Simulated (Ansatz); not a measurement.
A run of Ansatz 0.2.0 is set up as follows.

File input.yaml:

```yaml
crystal:
  lattice:
    - [0.0, 3.039, 3.039]
    - [3.039, 0.0, 3.039]
    - [3.039, 3.039, 0.0]
  atoms:
    - { symbol: Hg, position: [0.0, 0.0, 0.0] }
    - { symbol: Se, position: [0.75, 0.75, 0.75] }
kpoints:
  mp_grid: { grid: [6, 6, 6] }
  band_path:
    path:
      - [0.0, 0.0, 0.0]
      - [0.5, 0.0, 0.5]
      - [0.5, 0.25, 0.75]
      - [0.375, 0.375, 0.75]
      - [0.0, 0.0, 0.0]
      - [0.5, 0.5, 0.5]
      - [0.625, 0.25, 0.625]
      - [0.5, 0.25, 0.75]
    npoints: 8
scf:
  occupations: { method: fermi_dirac, width: 0.05 }
hamiltonian:
  xc: pbesol
  pseudopotentials: { kind: all_electron, lapw: { basis_error: 0.001 } }
magnetization:
  noncollinear: true
  spin_orbit: true
output:
  forces: true
  stress: true
  eigenvalues: true
```

Potentials or basis: all-electron LAPW, relativistic spinors.

Launch:

```bash
$ ansatz run input.yaml --threads 1 --pin off --max-ram 3072MiB --backend cpu --events-out ev --progress --plain --runs-dir out
```

(1) Estimate the band gap along the path.

(2) Predict the pressure.

Answers

(1) none (metal or under the smearing width).

(2) 1.0 GPa.
